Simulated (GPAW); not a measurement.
Set up this calculation in GPAW 26.7.0, as an ASE script.

* Task: relaxation of cell and atoms
* Functional: revPBE
* Dispersion: D4
* Potentials or basis: the program's PAW data sets (release 1.2.1) made for this functional
* Cutoff: 600 eV
* Basis: pw
* k mesh: 8 × 8 × 4
* Occupations: fermi-dirac, width 0.05 eV
* Spin: no spin polarisation
* Target pressure: 5 GPa
* Maxiter: 150
* Optimizer: LBFGS
* Fmax: 0.05 eV/Å
* Max steps: 100
* Target pressure: 5 GPa

Re:

```
CELL_PARAMETERS angstrom
2.76080 0.00000 0.00000
-1.38040 2.39092 0.00000
0.00000 0.00000 4.45820
ATOMIC_POSITIONS crystal
Re 0.66667 0.33333 0.75000
Re 0.33333 0.66667 0.25000
```

One way to write it, as run:

run.py

```python
from ase import Atoms
from ase.calculators.mixing import SumCalculator
from ase.filters import FrechetCellFilter
from ase.io import write
from ase.optimize import LBFGS
from ase.units import GPa
from dftd4.ase import DFTD4
from gpaw import GPAW, PW

atoms = Atoms(['Re', 'Re'],
              cell=[[2.7608, 0.0, 0.0],
                    [-1.3804, 2.3909229348, 0.0],
                    [0.0, 0.0, 4.4582]],
              scaled_positions=[[0.6666666667, 0.3333333333, 0.75],
                                [0.3333333333, 0.6666666667, 0.25]],
              pbc=True)

calc = GPAW(mode=PW(600),
            xc='revPBE',
            kpts={'size': (8, 8, 4), 'gamma': True},
            occupations={'name': 'fermi-dirac', 'width': 0.05},
            nbands=26,
            convergence={'density': 1e-05, 'energy': 1e-05},
            maxiter=150,
            txt='gpaw.txt')
atoms.calc = SumCalculator([calc, DFTD4(method='revpbe')])
opt = LBFGS(FrechetCellFilter(atoms, scalar_pressure=5 * GPa), trajectory='relax.traj', logfile='-')
done = opt.run(fmax=0.05, steps=100)
calc.write('gs.gpw')
write('result.traj', atoms)
print('Converged:', done)
print('Cell:', atoms.cell.cellpar().round(4))
print('Volume:', round(atoms.get_volume(), 4))
print(atoms.get_scaled_positions().round(5))
```

Potentials or basis: the program's PAW data sets (release 1.2.1) made for this functional, pw.

Command:

```console
$ OMP_NUM_THREADS=1 python run.py
```

It gave:

```yaml
Relaxed_volume: 14.47 Å³/atom
Relaxed_cell: a = 2.741 Å, b = 2.741 Å, c = 4.447 Å, α = 90.00°, β = 90.00°, γ = 120.00°
Space_group_after_relaxing_to_0.05_Å: P6_3/mmc (No. 194)
Energy_change_on_relaxing_the_enthalpy_is_what_falls: +2.1 meV/atom
Ionic_steps: 4
Pressure_after_relaxing: 5.2 GPa
Band_gap_on_the_k_mesh: none (metal or under the smearing width)
Dispersion_energy_per_atom: -1.038 eV
```

Caveat: later steps reuse the first step's grids; pairwise dispersion overbinds metals, which lowers pressure and volume.

Wall time 41 s on 1 thread of Arm Neoverse V2, with other jobs on the host, peak memory 0.19 GiB.
